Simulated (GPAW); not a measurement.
The system is WC.

```xyz
2
Lattice="3.1009 0.0000 0.0000 1.5505 2.6855 0.0000 1.5505 0.8952 2.5319" Properties=species:S:1:pos:R:3 pbc="T T T"
W     4.6190    2.7040    0.0614
C     3.1334    1.7718    1.2046
```

The cell comes from a database or a generator and needn't be the stable form of this composition.

The cell isn't the ideal one: all atoms moved at random, sigma 0.1 Å a component.

- Program: GPAW 26.7.0
- Task: relaxation of cell and atoms
- Functional: PBE
- Dispersion: D3(BJ)
- Potentials or basis: GPAW PAW data sets (gpaw-data 1.2.1), other valence
- Cutoff: 800 eV
- Basis: pw
- k mesh: 7 × 7 × 7
- Occupations: fermi-dirac, width 0.05 eV
- Spin: no spin polarisation

At the start: pressure 6.7 GPa; volume 10.54 Å³/atom.

**Question.** Where does the relaxation end?

**Answer.** Over 9 steps the energy falls by 45.2 meV/atom and the volume is 10.63 Å³/atom (+0.8 %); space group Fm-3m (No. 225, to 0.05 Å).

The path:
```
step  energy change (eV)  largest force (eV/Å)  pressure (GPa)  volume (Å³)
   1              0.0000                1.2458            6.68        21.08
   2             -0.0435                0.8385            1.40        21.28
   3             -0.0816                0.3170           -2.78        21.43
   4             -0.0892                0.0345           -2.16        21.37
   5             -0.0901                0.0151           -0.97        21.31
   6             -0.0904                0.0150            0.01        21.25
   7             -0.0905                0.0030            0.15        21.24
   8             -0.0905                0.0022            0.10        21.25
   9             -0.0905                0.0018            0.02        21.25
```

Final structure:
```
CELL_PARAMETERS angstrom
3.10913 0.00021 0.00021
1.55475 2.69291 0.00000
1.55480 0.89761 2.53828
ATOMIC_POSITIONS crystal
W 0.99997 0.00000 0.00004
C 0.50003 0.50000 0.49996
```

Caveat: later steps reuse the first step's grids; pairwise dispersion overbinds metals, which lowers pressure and volume.
